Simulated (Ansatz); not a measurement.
Runs of Ansatz 0.2.0 on Al. The structure is cubic, space group Im-3m (No. 229). The conventional cell has a = 3.182 Å, b = 3.182 Å, c = 3.182 Å, α = 90.00°, β = 90.00°, γ = 90.00°. Al (site symmetry m-3m) is surrounded by 8 Al at 2.76 Å. This isn't the form of Al at room conditions, which is fcc.

| task | level | potentials or basis | spin | cell | k mesh | cutoff (eV) | smearing | driver | mesh quality | gap on the mesh (eV) | pressure (GPa) | V0 of scaled cells (Å³/atom) | B0 (GPa) |
| --- | --- | --- | --- | --- | --- | --- | --- | --- | --- | --- | --- | --- | --- |
| density of states | wPBEh+D3(BJ)+ATM | Ansatz PAW polarizable | off | as given | 8 × 8 × 8 | 420 | methfessel-paxton 0.15 eV | chain | not flagged | none | -1.6 | - | - |
| projected density of states | HSE03 | SSSP efficiency PAW | off | as given | 7 × 7 × 7 | 408 | fermi-dirac 0.1 eV | - | coarse | none | - | - | - |
| equation of state | HSE06 | Ansatz PAW | off | as given | 8 × 8 × 8 | 420 | fermi-dirac 0.05 eV | - | not flagged | - | - | 16.85 | (b) |
| single point | r2SCAN0 | SG15 NC | collinear, random start | as given | 7 × 7 × 7 | 816 | cold 0.01 eV | - | coarse | none | - | - | - |
| single point | LDA | Ansatz PAW | off | as given | 12 × 12 × 12 | 420 | gaussian 0.05 eV | - | not flagged | none | (c) | - | - |
| equation of state | r2SCAN | Ansatz PAW | off | as given | 12 × 12 × 12 | 500 | fermi-dirac 0.05 eV | - | not flagged | - | - | (a) | 82 |
| single point | HSE06+D3(BJ)+ATM | SSSP efficiency PAW | off | as given | 7 × 7 × 7 | 408 | fermi-dirac 0.01 eV | - | coarse | none | - | - | - |
| relaxation of cell and atoms | LDA | Ansatz PAW | off | relaxed | 12 × 12 × 12 | 420 | gaussian 0.01 eV | - | not flagged | - | 0.0 | - | - |
| single point | PBE0 | Ansatz PAW | off | as given | 6 × 6 × 6 | 420 | fermi-dirac 0.05 eV | - | coarse | none | - | - | - |
| density of states | HSE03+D3(BJ) | PseudoDojo standard (LDA files) | off | as given | 8 × 8 × 8 | 599 | fermi-dirac 0.05 eV | - | not flagged | none | - | - | - |
| equation of state | PBEsol+D3(BJ)+ATM | PseudoDojo PBEsol stringent | collinear, random start | as given | 12 × 12 × 12 | 544 | fermi-dirac 0.01 eV | - | not flagged | - | - | 15.96 | 80 |
| electrostatic potential | HSE03 | SSSP precision PAW | off | as given | 8 × 8 × 8 | 408 | cold 0.1 eV | - | not flagged | none | - | - | - |

Problem. Fill in the values left out.

Solution. (a) 16.20; (b) 65; (c) 0.5.

Caveats: some runs use coarse meshes; the PAW data sets come from PBE, with cores solved anew for the run's functional, which leaves a small shift of forces and pressure (some runs); pairwise dispersion overbinds metals, which lowers pressure and volume (some runs); the PAW data sets were made with another functional, which shifts forces and pressure a little (some runs); the potentials were made for another functional, which shifts forces and pressure (some runs); the plane-wave basis is chosen anew once the cell has moved, so the energies of steps on either side of that aren't comparable (some runs).

A k mesh can miss the band edges.

A gap of «none» marks a metal or a gap under the smearing width.

Not every run made on this cell is shown here.
